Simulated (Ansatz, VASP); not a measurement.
KBr in VASP and in Ansatz

```
K Br
1.0
     0.00000    3.21019    3.45713
     3.21019    0.00000    3.45713
     3.21019    3.21019    0.00000
K Br
1 1
Direct
  0.00000 0.00000 0.00000
  0.50000 0.50000 0.50000
```

Change from the starting cell: strain -0.025 along x and y, +0.050 along z, atoms carried along.

Alike in both runs: task single point; functional r2SCAN; k mesh 6 × 6 × 6; occupations gaussian, width 0.05 eV; no spin polarisation.

|  | VASP | Ansatz |
| --- | --- | --- |
| version | VASP 6.6.1 | Ansatz 0.2.0 |
| potentials or method | VASP PAW PBE potentials, release 64 (K_sv, Br) | scalar-relativistic, plane waves, PAW |
| plane-wave cutoff (eV) | 520 | 500 |
| valence electrons in the cell | 16 | 16 |

VASP gave:

| Property | Result |
| --- | --- |
| gap on the k mesh at the Fermi level (eV) | 5.07 |
| least direct gap on the mesh (eV) | 5.07 |
| pressure (GPa) | 0.5 |
| largest component of the traceless stress (GPa) | 1.61 |

Estimate Ansatz's values.

gap on the k mesh at the Fermi level (eV): 5.07; least direct gap on the mesh (eV): 5.07; pressure (GPa): 0.5; largest component of the traceless stress (GPa): 1.59.

The functional is the same, so the differences come from potentials, cutoffs and numerics.

Caveats: the PAW data sets were made with another functional, which shifts forces and pressure a little (VASP).
